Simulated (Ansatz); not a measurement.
**ZnSe: how the free axis answers a strain**

ZnSe, F-43m, a = 5.633 Å. Ansatz: PBEsol, PAW, 420 eV, Γ-centred 8×8×6 mesh on 4 atoms, Gaussian smearing 0.02 eV; no spin polarisation. Series: biaxial strain in the a-b plane, c and atoms relaxed; x is the strain in per cent. The axes a, b, c are those of the computed cell (3.983, 3.983, 5.633 Å), along [1 1 0], [-1 1 0], [0 0 1] of the cell named above. y is the change of c in per cent of 5.633 Å.

```
x (%) y (%)
 -6.0      ?
 -4.0   4.65
 -2.0   2.35
  0.0   0.00
  2.0  -2.43
  4.0  -4.96
  6.0  -7.56
```

Question: Fit y = c1 x + c2 x² to the other rows, say what c1 measures, and predict the missing y.

Answer: Least squares on the rows shown. y = −1.200 x − 0.009870 x². With no stress along c, c1 = −2C12/C11 = -1.200. At x = -6.0 the fit asked for gives 6.84 %. The run gave 6.90 %, so the fit is 0.06 % too low, 0.41 % of the span of the series, against an rms of 0.008 % on the fitted rows. The row lies outside the fitted range. With a term in x³ added, a fit to the same known rows predicts 6.88 %, which recovers part of the miss; the known rows don't hold the rest.